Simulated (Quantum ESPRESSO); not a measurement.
# Energy mapping worked by hand: MnS (Browneite)

Can a spin model with one coupling foretell the energy of a further order of MnS (Browneite)?

Program: Quantum ESPRESSO 7.5. Level of theory: PBE; plane waves with GBRV 1.5 PBE potentials, no spin-orbit coupling. Results are calculated unless marked as measured.

### Step 1. The starting structure

It takes space group F-43m (No. 216, cubic). Conventional cell: a = 5.600 Å, b = 5.600 Å, c = 5.600 Å, α = 90.00°, β = 90.00°, γ = 90.00°. Nearest to Mn lie 4 S at 2.42 Å. Nearest to S lie 4 Mn at 2.42 Å. Farther neighbours and most contacts between anions are not listed.

The cell comes from the Crystallography Open Database.

### Step 2. The parallel order

All energies count from this run.

ASE passes magmoms on as starting_magnetization. pw.x reads values of 1 or more as Bohr magnetons; where all are smaller, it reads them as fractions of the valence charge.

File pw.py:

```python
from ase import Atoms
from ase.calculators.espresso import Espresso, EspressoProfile

atoms = Atoms(['Mn', 'S'],
    cell=[[0.0, 2.8, 2.8],
         [2.8, 0.0, 2.8],
         [2.8, 2.8, 0.0]],
    scaled_positions=[[0.0, 0.0, 0.0],
         [0.25, 0.25, 0.25]],
    pbc=True,
    magmoms=[4.5, 0.0])
input_data = {
    'control': {'calculation': 'scf', 'prefix': 'pwscf', 'outdir': './tmp', 'disk_io': 'nowf'},
    'system': {'ecutwfc': 40.0, 'ecutrho': 280.0, 'nbnd': 19, 'occupations': 'smearing', 'smearing': 'fd', 'degauss': 0.00734986, 'nspin': 2},
    'electrons': {'conv_thr': 4e-09, 'electron_maxstep': 150, 'mixing_beta': 0.3},
}
atoms.calc = Espresso(
    profile=EspressoProfile(command='mpirun -n 2 pw.x -nk 2', pseudo_dir='pseudo'),
    pseudopotentials={'Mn': 'mn_pbe_v1.5.uspp.F.UPF', 'S': 's_pbe_v1.4.uspp.F.UPF'},
    input_data=input_data,
    kpts=(6, 6, 6),
    koffset=(0, 0, 0))
atoms.get_potential_energy()
energy = atoms.calc.results['free_energy']
print(f'free energy: {energy:.6f} eV')
print('site moments (muB):', atoms.get_magnetic_moments().round(3))
```

File espresso.pwi:

```
&CONTROL
   calculation      = 'scf'
   outdir           = './tmp'
   prefix           = 'pwscf'
   disk_io          = 'nowf'
   pseudo_dir       = 'pseudo'
/
&SYSTEM
   nbnd             = 19
   ecutwfc          = 40.0
   ecutrho          = 280.0
   occupations      = 'smearing'
   degauss          = 0.00734986
   smearing         = 'fd'
   nspin            = 2
   starting_magnetization(1) = 4.5
   starting_magnetization(2) = 0.0
   ntyp             = 2
   nat              = 2
   ibrav            = 0
/
&ELECTRONS
   electron_maxstep = 150
   conv_thr         = 4e-09
   mixing_beta      = 0.3
/
&IONS
/
&CELL
/
&FCP
/
&RISM
/
ATOMIC_SPECIES
Mn  54.938044 mn_pbe_v1.5.uspp.F.UPF
S  32.06 s_pbe_v1.4.uspp.F.UPF

K_POINTS automatic
6 6 6  0 0 0

CELL_PARAMETERS angstrom
0.00000000000000 2.80000000000000 2.80000000000000
2.80000000000000 0.00000000000000 2.80000000000000
2.80000000000000 2.80000000000000 0.00000000000000

ATOMIC_POSITIONS angstrom
Mn  0.0000000000 0.0000000000 0.0000000000  
S  1.4000000000 1.4000000000 1.4000000000
```

Run with:

```sh
$ OMP_NUM_THREADS=1 python3 pw.py > pw.log
```

Output:

```text
free energy: -3202.520849 eV
site moments (muB): [4.136 0.112]
--- espresso.pwo ---
Program PWSCF v.7.5 starts
     [... lines left out ...]
     number of atoms/cell      =            2
     [... lines left out ...]
     number of electrons       =        21.00
     number of Kohn-Sham states=           19
     kinetic-energy cutoff     =      40.0000  Ry
     charge density cutoff     =     280.0000  Ry
     scf convergence threshold =      4.0E-09
     [... lines left out ...]
     24 Sym. Ops. (no inversion) found
     [... lines left out ...]
     number of k points=    16  Fermi-Dirac smearing, width (Ry)=  0.0073
     [... lines left out ...]
     iteration # 10     ecut=    40.00 Ry     beta= 0.30
     [... lines left out ...]
     Magnetic moment per site  (integrated on atomic sphere of radius R)
     atom   1 (R=0.253)  charge= 12.9428  magn=  4.1355
     atom   2 (R=0.253)  charge=  4.2147  magn=  0.1122
     [... lines left out ...]
     the Fermi energy is     7.4284 ev
!    total energy              =    -235.38096153 Ry
     estimated scf accuracy    <          2.9E-09 Ry
     smearing contrib. (-TS)   =      -0.00193877 Ry
     [... lines left out ...]
     total magnetization       =     4.87 Bohr mag/cell
     absolute magnetization    =     4.87 Bohr mag/cell
     convergence has been achieved in  10 iterations
   JOB DONE.
```

Elapsed: 16 s, on 2 MPI ranks of Intel Xeon Platinum 8175M at 2.50GHz (Skylake/Cascade Lake), shared host; peak memory 0.3 GiB.

Spin moment in the atom's sphere by atom:

| atom | spin moment in the atom's sphere (μB) |
| --- | --- |
| Mn1 | 4.14 |
| S2 | 0.11 |

Numbers from this step:

* smearing term TS: 0.02638 eV
* magnetization: 4.867 μB
* absolute magnetization: 4.867 μB
* final state: ferromagnetic

### Step 3. The orders used for the fit

The other orders were run with the same settings, on meshes that hold the same points. Free energies are divided by the number of Mn atoms; q is in fractions of the reciprocal vectors of the first run's cell.

| order | atoms | mesh | free energy (eV) | eV per Mn | largest moment (μB) |
| --- | --- | --- | --- | --- | --- |
| F + | 2 | 6×6×6 | -3202.5211 | -3202.5211 | 4.14 |
| AF q=(0,1/2,1/2) +- | 4 | 6×3×6 | -6405.6009 | -3202.8004 | 3.99 |

### Step 4. Counting neighbours

With E = −Σ J e_i·e_j over ordered pairs of unit vectors, turning a neighbour from parallel to opposed costs 2J a Mn atom. So an order lies 2 Σ n J over the parallel one, n being the opposed neighbours in each shell.

| shell | distance (Å) | neighbours | opposed in AF q=(0,1/2,1/2) +- | opposed in AF q=(0,0,1/2) +- |
| --- | --- | --- | --- | --- |
| J1 | 3.96 | 12 | 8 | 6 |
| J2 | 5.60 | 6 | 0 | 6 |

Only J1 is kept, as an effective coupling that takes up all reversed shells.

### Step 5. Solving

```
2 × 8 × J1 = -279.3 meV    (AF q=(0,1/2,1/2) +-)
J1 = -17.46 meV
```

### Step 6. The test

The couplings now give the orders that were left out:

```
2 × 6 × (-17.46) = -209.5 meV    (AF q=(0,0,1/2) +-)
```

The runs themselves:

| order | atoms | mesh | free energy (eV) | eV per Mn | largest moment (μB) | over the parallel order (meV) | foretold (meV) |
| --- | --- | --- | --- | --- | --- | --- | --- |
| AF q=(0,0,1/2) +- | 4 | 6×6×3 | -6405.4729 | -3202.7365 | 4.03 | -215.3 | -209.5 |

### Step 7. What came out

```json
{"effective J1 (Mn–Mn at 3.96 Å)": "-17.5 meV", "largest miss on the orders left out": "5.8 meV"}
```

In words: The model misses the order left out by 5.8 meV, 2.1 % of the largest energy difference, so it holds on this test. The largest moment changes by 3.6 % between the orders. Shells that were dropped are folded into the couplings or show in the miss. Energies are free energies at an electronic temperature of 1160 K, which lowers moments and differences where the moments are itinerant. No Hubbard term acts here. In such compounds local and semilocal functionals without one often delocalise the d electrons, and can shrink or lose moments and miss the size, sign and order of the couplings.

[Logs and program files are shortened in this print: banners, set-up blocks, solver, clock and traceback lines can be left out without a mark of their own.]

[Logs are printed without paths, hosts, clocks, repeated set-up lines and the standing remarks that a program may print on its own settings, such as how far it seeks lower states.]

[Hosts, paths, dates, database ids (printed as entryN), source tags and the programs' standing remarks are cut or masked in the printed files.]

[Where a cell is said to come from a database of computed structures, the database is the Materials Project.]
